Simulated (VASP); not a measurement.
# Si7H2 in VASP: notebook

The runs below take Si7H2 through relaxation of the atoms, single point, with rev-vdW-DF2.

Program: VASP 6.6.1. These are calculated values, not measurements. Logs are shortened: lines on timing, memory, paths and dates and some standing lists are left out, and cuts for length are marked.

**1. The structure**

The cell holds a slab with vacuum, 18 atoms: a = 7.715 Å, b = 3.858 Å, c = 26.144 Å, α = 90.00°, β = 90.00°, γ = 90.00°.

**2. Relaxation of the atoms, rev-vdW-DF2**

Input file INCAR:

```
AGGAC = 0.0
ALGO = Normal
DIPOL = 0.5 0.5 0.472
EDIFF = 1E-6
EDIFFG = -0.03
ENCUT = 450
GGA = MK
IBRION = 2
IDIPOL = 3
ISIF = 2
ISMEAR = 0
LASPH = True
LCHARG = False
LDIPOL = True
LREAL = Auto
LUSE_VDW = True
LWAVE = False
NELM = 80
NSW = 90
PARAM1 = 0.1234
PARAM2 = 0.711357
PREC = Normal
SIGMA = 0.05
ZAB_VDW = -1.8867
```

Input file KPOINTS:

```
k-points
0
Gamma
  4 8 1
```

Input file POSCAR:

```
Si7H2
1.0
    7.7153580600      0.0000000000      0.0000000000
    0.0000000000      3.8576790300      0.0000000000
    0.0000000000      0.0000000000     26.1436990000
H Si
4 14
Selective dynamics
Direct
    0.5000000000      0.6846329100      0.3251261400  F F F
    0.5000000000      0.3153670900      0.3251261400  F F F
    0.0000000000      0.3153670900      0.3251261400  F F F
    0.0000000000      0.6846329100      0.3251261400  F F F
    0.5000000000      0.0000000000      0.3580337300  F F F
    0.0000000000      0.0000000000      0.3580337300  F F F
    0.7500000000      0.0000000000      0.4102029100  F F F
    0.2500000000      0.0000000000      0.4102029100  F F F
    0.7500000000      0.5000000000      0.4623721000  F F F
    0.2500000000      0.5000000000      0.4623721000  F F F
    0.0000000000      0.5000000000      0.5145412900  T T T
    0.5000000000      0.5000000000      0.5145412900  T T T
    0.0000000000      0.0000000000      0.5667104700  T T T
    0.5000000000      0.0000000000      0.5667104700  T T T
    0.2500000000      0.0000000000      0.6188796600  T T T
    0.7500000000      0.0000000000      0.6188796600  T T T
    0.3450000000      0.5000000000      0.6748738600  T T T
    0.6550000000      0.5000000000      0.6519237800  T T T
```

Potentials or basis: VASP PAW PBE potentials, release 64 (H, Si).

Run with:

```
$ cat potpaw_PBE.64/H/POTCAR potpaw_PBE.64/Si/POTCAR > POTCAR
$ mpirun -np 8 vasp_std > vasp.out
```

OUTCAR:

```text
EDIFF = 1E-6
   EDIFFG = -0.03
   ENCUT = 450
   GGA = MK
   IBRION = 2
   ISIF = 2
   ISMEAR = 0
   LASPH = True
   LREAL = Auto
   NELM = 80
   NSW = 90
   PREC = Normal

 ion  position               nearest neighbor table
   1  0.500  0.685  0.325-   5 1.49
   2  0.500  0.315  0.325-   5 1.49
   3  0.000  0.315  0.325-   6 1.49
   4  0.000  0.685  0.325-   6 1.49
   5  0.500  0.000  0.358-   1 1.49   2 1.49   7 2.36   8 2.36
   6  0.000  0.000  0.358-   3 1.49   4 1.49   7 2.36   8 2.36
   7  0.750  0.000  0.410-   5 2.36   6 2.36   9 2.36   9 2.36
   8  0.250  0.000  0.410-   5 2.36   6 2.36  10 2.36  10 2.36
   9  0.750  0.500  0.462-  11 2.36  12 2.36   7 2.36   7 2.36
  10  0.250  0.500  0.462-  11 2.36  12 2.36   8 2.36   8 2.36
  11  0.000  0.500  0.515-  13 2.36  13 2.36   9 2.36  10 2.36
  12  0.500  0.500  0.515-  14 2.36  14 2.36   9 2.36  10 2.36
  13  0.000  0.000  0.567-  11 2.36  11 2.36  16 2.36  15 2.36
  14  0.500  0.000  0.567-  12 2.36  12 2.36  16 2.36  15 2.36
  15  0.250  0.000  0.619-  13 2.36  14 2.36  17 2.53  17 2.53
  16  0.750  0.000  0.619-  18 2.24  18 2.24  13 2.36  14 2.36
  17  0.345  0.500  0.675-  18 2.47  15 2.53  15 2.53
  18  0.655  0.500  0.652-  16 2.24  16 2.24  17 2.47

  LATTYP: Found a simple orthorhombic cell.
 ALAT       =     3.8576790300
 B/A-ratio  =     2.0000000000
 C/A-ratio  =     6.7770539738

  Lattice vectors:

 A1 = (   0.0000000000,  -3.8576790300,   0.0000000000)
 A2 = (   7.7153580600,   0.0000000000,   0.0000000000)
 A3 = (   0.0000000000,   0.0000000000,  26.1436990000)

Analysis of symmetry for initial positions (statically):
=====================================================================
 Subroutine PRICEL returns:
 Original cell was already a primitive cell.

 Routine SETGRP: Setting up the symmetry group for a
 simple orthorhombic supercell.

 Subroutine GETGRP returns: Found  2 space group operations
 (whereof  2 operations were pure point group operations)
 out of a pool of  8 trial point group operations.

The static configuration has the point symmetry C_1h.

Analysis of symmetry for dynamics (positions and initial velocities):
=====================================================================
 Subroutine PRICEL returns:
 Original cell was already a primitive cell.

 Routine SETGRP: Setting up the symmetry group for a
 simple orthorhombic supercell.

 Subroutine GETGRP returns: Found  2 space group operations
 (whereof  2 operations were pure point group operations)
 out of a pool of  8 trial point group operations.

The dynamic configuration has the point symmetry C_1h.

Analysis of constrained symmetry for selective dynamics:
=====================================================================
 Subroutine PRICEL returns:
 Original cell was already a primitive cell.

 Routine SETGRP: Setting up the symmetry group for a
 simple orthorhombic supercell.

 Subroutine GETGRP returns: Found  2 space group operations
 (whereof  2 operations were pure point group operations)
 out of a pool of  8 trial point group operations.

The constrained configuration has the point symmetry C_1h.

 Subroutine INISYM returns: Found  2 space group operations
 (whereof  2 operations are pure point group operations),
 and found     1 'primitive' translations

----------------------------------------------------------------------------------------

                                     Primitive cell

  volume of cell :     778.1247

  direct lattice vectors                    reciprocal lattice vectors
     7.715358060  0.000000000  0.000000000     0.129611613  0.000000000  0.000000000
     0.000000000  3.857679030  0.000000000     0.000000000  0.259223225  0.000000000
     0.000000000  0.000000000 26.143699000     0.000000000  0.000000000  0.038250134

  length of vectors
     7.715358060  3.857679030 26.143699000     0.129611613  0.259223225  0.038250134

  position of ions in fractional coordinates (direct lattice)
     0.500000000  0.684632910  0.325126140
     0.500000000  0.315367090  0.325126140
[... 70 lines left out ...]
  0.250000  0.125000  0.000000      4.000000
  0.500000  0.125000  0.000000      2.000000
  0.000000  0.250000  0.000000      2.000000
  0.250000  0.250000  0.000000      4.000000
  0.500000  0.250000  0.000000      2.000000
  0.000000  0.375000  0.000000      2.000000
  0.250000  0.375000  0.000000      4.000000
  0.500000  0.375000  0.000000      2.000000
  0.000000  0.500000  0.000000      1.000000
  0.250000  0.500000  0.000000      2.000000
  0.500000  0.500000  0.000000      1.000000
   k-points           NKPTS =     15   k-points in BZ     NKDIM =     15   number of bands    NBANDS=     40
   number of dos      NEDOS =    301   number of ions     NIONS =     18
   total plane-waves  NPLWV = 112000
   dimension x,y,z NGX =    40 NGY =   20 NGZ =  140
   dimension x,y,z NGXF=    80 NGYF=   40 NGZF=  280
   ions per type =               4  14
   NGX,Y,Z   is equivalent  to a cutoff of   8.62,  8.62,  8.90 a.u.
   NGXF,Y,Z  is equivalent  to a cutoff of  17.24, 17.24, 17.81 a.u.
 SYSTEM =  unknown system
   PREC   = normal    normal or accurate (medium, high low for compatibility)
   ISTART =      0    job   : 0-new  1-cont  2-samecut
   ICHARG =      2    charge: 1-file 2-atom 10-const
   ISPIN  =      1    spin polarized calculation?
   LNONCOLLINEAR =      F non collinear calculations
   LSORBIT =      F    spin-orbit coupling
   LASPH  =      T    aspherical Exc in radial PAW
   ENCUT  =  450.0 eV  33.07 Ry    5.75 a.u.  13.35  6.67 45.22*2*pi/ulx,y,z
   NELM   =     80;   NELMIN=  2; NELMDL= -5     # of ELM steps
   EDIFF  = 0.1E-05   stopping-criterion for ELM
   LREAL  =      T    real-space projection
   EDIFFG = -.3E-01   stopping-criterion for IOM
   NSW    =     90    number of steps for IOM
   IBRION =      2    ionic relax: 0-MD 1-quasi-New 2-CG
   NFREE  =      1    steps in history (QN), initial steepest desc. (CG)
   ISIF   =      2    stress and relaxation
   ISYM   =      2    0-nonsym 1-usesym 2-fastsym
   POTIM  = 0.5000    time-step for ionic-motion
   TEBEG  =    0.0;   TEEND  =   0.0 temperature during run
   PSTRESS=    0.0 pullay stress
   NELECT =      60.0000    total number of electrons
   NUPDOWN=      -1.0000    fix difference up-down
   EMIN   =  10.00;   EMAX   =-10.00  energy-range for DOS
   EFERMI =   0.00;   METHOD = LEGACY
   ISMEAR =     0;   SIGMA  =   0.05  broadening in eV -4-tet -1-fermi 0-gaus
   EFERMI_NEDOS =   21; number of points for ismear=-14 and -15
   IALGO  =     38    algorithm
   IMIX   =      4    mixing-type and parameters
     AMIX     =   0.40;   BMIX     =  1.00
     AMIX_MAG =   1.60;   BMIX_MAG =  1.00
  volume/ion in A,a.u.               =      43.23       291.72
  Fermi-wavevector in a.u.,A,eV,Ry     =   0.696801  1.316763  6.606061  0.485532
  Thomas-Fermi vector in A             =   1.779952
   LORBIT       =      0    0 simple, 1 ext, 2 COOP (PROOUT), +10 PAW based schemes
   GGA     = MK    functional components
   LHFCALC =     F    Hartree Fock is set to
   AEXX    =    0.0000 exact exchange contribution
   IVDW_NL    =     1    kernel type
   BPARAM     = 6.3000
   IVDW    =     0    specifies the selected vdW correction
   LEPSILON=     F    determine dielectric tensor
   LRPA    =     F    only Hartree local field effects (RPA)
 conjugate gradient relaxation of ions
 non-spin polarized calculation
 Gauss-broadening in eV      SIGMA  =   0.05
  energy-cutoff  :      450.00
  volume of cell :      778.12
 maximum number of plane-waves:     16930
   NGX = 27   NGY = 13   NGZ = 91

 dipolmoment           0.000000      0.000000     -0.002886 electrons x Angstroem

--------------------------------------- Ionic step        1  -------------------------------------------

 number of electron      59.9999958 magnetization

 Free energy of the ion-electron system (eV)
  ---------------------------------------------------
  ext. energy  EPLUGINS =         0.00000000
  ---------------------------------------------------
  free energy    TOTEN  =       -70.48032571 eV

  energy without entropy =      -70.47339574  energy(sigma->0) =      -70.47686072

------------------------ aborting loop because EDIFF is reached ----------------------------------------

  FORCE on cell =-STRESS in cart. coord.  units (eV):
  Direction    XX          YY          ZZ          XY          YZ          ZX
  --------------------------------------------------------------------------------------
  -------------------------------------------------------------------------------------
  Total       -3.0921519      7.6121427     -0.7762317      0.0000000      0.0000000     -1.6362714
  in kB       -6.3668144     15.6735832     -1.5982796      0.0000000      0.0000000     -3.3691218
  external PRESSURE =       2.5694964 kB  Pullay stress =       0.0000000 kB
[... 145 lines left out ...]
  energy  without entropy=      -70.7844930232  energy(sigma->0) =      -70.78737418

Total vdW correction in eV:      9.7996037

 vacuum level on the upper side and lower side of the slab       (xc-potential included)         0.005        -0.448

[... ionic steps 4 to 31 ...]

--------------------------------------- Ionic step       32  -------------------------------------------

 number of electron      59.9999957 magnetization

------------------------ aborting loop because EDIFF is reached ----------------------------------------
[... 103 lines left out ...]
--------------------------------------- Ionic step       34  -------------------------------------------

 number of electron      59.9999957 magnetization

 dipolmoment           0.000000      0.000000      0.085825 electrons x Angstroem

 Free energy of the ion-electron system (eV)
  ---------------------------------------------------
  ext. energy  EPLUGINS =         0.00000000
  ---------------------------------------------------
  free energy    TOTEN  =       -71.03654136 eV

  energy without entropy =      -71.03654046  energy(sigma->0) =      -71.03654091

 E-fermi :  -0.8386     XC(G=0):  -4.3905

 val. band max:       -0.9845064978   @ k =   0.5000   0.1250   0.0000
 cond. band min:      -0.7006375975   @ k =   0.0000   0.5000   0.0000
 fundamental gap:      0.2838689003
 Fermi energy:        -0.8385976578

 k-point     1 :       0.0000    0.0000    0.0000
  band No.  band energies     occupation
      1     -12.6613      2.00000
      2     -12.0079      2.00000
      3     -10.8964      2.00000
      4     -10.5838      2.00000
      5     -10.5804      2.00000
      6     -10.0668      2.00000
[... 634 lines left out ...]
     39       2.2518      0.00000
     40       2.4230      0.00000

------------------------ aborting loop because EDIFF is reached ----------------------------------------

 vacuum level on the upper side and lower side of the slab       (xc-potential included)        -0.046        -0.493

  FORCE on cell =-STRESS in cart. coord.  units (eV):
  Direction    XX          YY          ZZ          XY          YZ          ZX
  --------------------------------------------------------------------------------------
  -------------------------------------------------------------------------------------
  Total       -3.0563982      6.4550229     -0.1680224      0.0000000      0.0000000     -0.1784880
  in kB       -6.2931966     13.2910460     -0.3459621      0.0000000      0.0000000     -0.3675111
  external PRESSURE =       2.2172958 kB  Pullay stress =       0.0000000 kB
[... 37 lines left out ...]
  energy  without entropy=      -71.0365404570  energy(sigma->0) =      -71.03654091

Total vdW correction in eV:      9.7988841

 reached required accuracy - stopping structural energy minimisation

 vacuum level on the upper side and lower side of the slab         3.910         3.463
```

It took 10 min on 8 MPI ranks of Intel Xeon 6975P-C (Granite Rapids), shared host; peak memory 0.29 GiB.

Results:

- Free energy: -71.0365 eV
- Energy gained by relaxing: 30.9 meV/atom
- Ionic steps: 34
- Band gap on the k mesh: 0.28 eV, indirect (least direct gap 0.82 eV)

The path:
```tsv
step	energy change (eV)	largest force (eV/Å)	pressure (GPa)
1	0.0000	1.7507	0.26
2	-0.2884	0.8166	0.19
3	-0.3099	1.0165	0.19
4	-0.4021	0.5561	0.24
5	-0.4116	0.5522	0.27
6	-0.4410	0.5099	0.29
7	-0.4513	0.5105	0.31
8	-0.4765	0.5113	0.32
9	-0.4893	0.5133	0.35
10	-0.5093	0.5480	0.35
11	-0.5154	0.6229	0.35
12	-0.5288	0.6441	0.32
13	-0.5288	0.6453	0.32
14	-0.5363	0.5576	0.29
15	-0.5395	0.5139	0.26
16	-0.5396	0.5135	0.26
17	-0.5440	0.5134	0.24
18	-0.5447	0.5133	0.23
19	-0.5476	0.5131	0.23
20	-0.5482	0.5130	0.23
21	-0.5504	0.5128	0.23
22	-0.5510	0.5128	0.23
23	-0.5525	0.5129	0.23
24	-0.5528	0.5129	0.24
25	-0.5541	0.5132	0.24
26	-0.5541	0.5131	0.24
27	-0.5551	0.5130	0.23
28	-0.5552	0.5130	0.23
29	-0.5559	0.5130	0.22
30	-0.5560	0.5131	0.22
31	-0.5560	0.5131	0.22
32	-0.5561	0.5131	0.22
33	-0.5561	0.5131	0.22
34	-0.5562	0.5131	0.22
```

Final structure:
```xyz
18
Lattice="7.7154 0.0000 0.0000 0.0000 3.8577 0.0000 0.0000 0.0000 26.1437" Properties=species:S:1:pos:R:3 pbc="T T T"
H     3.8577    2.6411    8.5000
H     3.8577    1.2166    8.5000
H     0.0000    1.2166    8.5000
H     0.0000    2.6411    8.5000
Si    3.8577    0.0000    9.3603
Si    0.0000    0.0000    9.3603
Si    5.7865    0.0000   10.7242
Si    1.9288    0.0000   10.7242
Si    5.7865    1.9288   12.0881
Si    1.9288    1.9288   12.0881
Si    7.7114    1.9288   13.5190
Si    3.8628    1.9288   13.3866
Si    0.0336    0.0000   14.9365
Si    3.7962    0.0000   14.7033
Si    2.0351    0.0000   16.2620
Si    5.7064    0.0000   16.1985
Si    2.4045    1.9288   17.6517
Si    4.6123    1.9288   16.9495
```

Levels at points of the mesh, in eV from the valence-band top:
| k point | band 27 | band 28 | band 29 | band 30 | band 31 | band 32 | band 33 | band 34 |
| --- | --- | --- | --- | --- | --- | --- | --- | --- |
| (0.00, 0.00, 0.00) | -0.60 | -0.60 | -0.41 | -0.21 | 0.61 | 0.96 | 1.31 | 1.71 |
| (0.50, 0.00, 0.00) | -0.94 | -0.51 | -0.26 | -0.22 | 0.63 | 1.69 | 1.82 | 1.90 |
| (0.00, 0.50, 0.00) | -1.17 | -1.10 | -0.97 | -0.90 | 0.28 | 1.16 | 1.46 | 1.95 |
| (0.50, 0.50, 0.00) | -2.04 | -2.03 | -1.60 | -0.79 | 0.52 | 1.64 | 1.65 | 1.98 |

Caveat: the PAW data sets were made with another functional, which shifts forces and pressure a little.

**3. Single point, rev-vdW-DF2**

Input file INCAR:

```
  PREC = Normal
  ENCUT = 450
  EDIFF = 1E-6
  ISMEAR = 0
  SIGMA = 0.05
  LREAL = Auto
  LASPH = True
  NELM = 80
  ALGO = Normal
  ISIF = 2
  LWAVE = False
  LCHARG = False
  LDIPOL = True
  IDIPOL = 3
  DIPOL = 0.5 0.5 0.472
  GGA = MK
  LUSE_VDW = True
  AGGAC = 0.0
  PARAM1 = 0.1234
  PARAM2 = 0.711357
  ZAB_VDW = -1.8867
  LVHAR = True
  LVACPOTAV = True
  ICORELEVEL = 1
```

Input file KPOINTS:

```
Automatic mesh
0
Gamma
  4 8 1
```

Input file POSCAR:

```
Si7H2                                   
1.0
    7.7153580600      0.0000000000      0.0000000000
    0.0000000000      3.8576790300      0.0000000000
    0.0000000000      0.0000000000     26.1436990000
  H               Si            
     4    14
Selective dynamics
Direct
     0.5000000000000000    0.6846329099999977    0.3251261400000018   F   F   F
     0.5000000000000000    0.3153670900000023    0.3251261400000018   F   F   F
     0.0000000000000000    0.3153670900000023    0.3251261400000018   F   F   F
     0.0000000000000000    0.6846329099999977    0.3251261400000018   F   F   F
     0.5000000000000000    0.0000000000000000    0.3580337300000025   F   F   F
     0.0000000000000000    0.0000000000000000    0.3580337300000025   F   F   F
     0.7500000000000000    0.0000000000000000    0.4102029100000024   F   F   F
     0.2500000000000000    0.0000000000000000    0.4102029100000024   F   F   F
     0.7500000000000000    0.5000000000000000    0.4623721000000032   F   F   F
     0.2500000000000000    0.5000000000000000    0.4623721000000032   F   F   F
     0.9994872529688538    0.5000000000000000    0.5171033716353789   T   T   T
     0.5006638958400269    0.5000000000000000    0.5120374397171387   T   T   T
     0.0043529954247634    0.0000000000000000    0.5713221553335766   T   T   T
     0.4920252258394979    0.0000000000000000    0.5624025162470719   T   T   T
     0.2637753469488648    0.0000000000000000    0.6220230742747103   T   T   T
     0.7396167411123596    0.0000000000000000    0.6195948073068529   T   T   T
     0.3116470501287187    0.5000000000000000    0.6751788443072164   T   T   T
     0.5978115558210269    0.5000000000000000    0.6483210301607656   T   T   T
```

Potentials or basis: VASP PAW PBE potentials, release 64 (H, Si).

Run with:

```
$ cat potpaw_PBE.64/H/POTCAR potpaw_PBE.64/Si/POTCAR > POTCAR
$ mpirun -np 8 vasp_std > vasp.out
```

It took 54 s on 8 MPI ranks of Intel Xeon 6975P-C (Granite Rapids), shared host; peak memory 0.28 GiB.

The run converged. Its results:

```
Free energy                            : -71.0365 eV
Largest force                          : 0.513 eV/Å
Band gap on the k mesh                 : 0.28 eV, indirect (least direct gap 0.82 eV)
Ionisation potential of the upper face : 5.22 eV
```

Forces on the atoms (eV/Å):
```
H   -0.001  0.495 -0.089
H   -0.001 -0.495 -0.089
H    0.001 -0.503 -0.101
H    0.001  0.503 -0.101
Si   0.002  0.000  0.318
Si  -0.001  0.000  0.268
Si   0.151  0.000 -0.086
Si  -0.156  0.000 -0.101
Si   0.355  0.000 -0.033
Si  -0.307  0.000  0.011
Si  -0.008  0.000  0.006
Si   0.004  0.000  0.000
Si  -0.010  0.000 -0.001
Si  -0.009  0.000  0.010
Si  -0.009  0.000 -0.009
Si  -0.007  0.000  0.009
Si  -0.006  0.000 -0.010
Si  -0.002  0.000 -0.003
```

Levels at points of the mesh, in eV from the valence-band top:
```csv
k point,band 28,band 29,band 30,band 31,band 32,band 33
"(0.00, 0.00, 0.00)",-0.60,-0.41,-0.21,0.61,0.96,1.31
"(0.50, 0.00, 0.00)",-0.51,-0.26,-0.22,0.63,1.69,1.82
"(0.00, 0.50, 0.00)",-1.10,-0.97,-0.90,0.28,1.16,1.46
"(0.50, 0.50, 0.00)",-2.03,-1.60,-0.79,0.52,1.64,1.65
```

Core levels (eV, on the scale of the bands):
| atom | levels |
| --- | --- |
| 5 Si | 1s -1779.9, 2s -134.0, 2p -90.0 |
| 6 Si | 1s -1779.8, 2s -133.9, 2p -89.9 |
| 7 Si | 1s -1780.2, 2s -134.2, 2p -90.2 |
| 8 Si | 1s -1780.2, 2s -134.2, 2p -90.2 |
| 9 Si | 1s -1780.3, 2s -134.3, 2p -90.3 |
| 10 Si | 1s -1780.3, 2s -134.3, 2p -90.4 |

Caveat: the PAW data sets were made with another functional, which shifts forces and pressure a little.
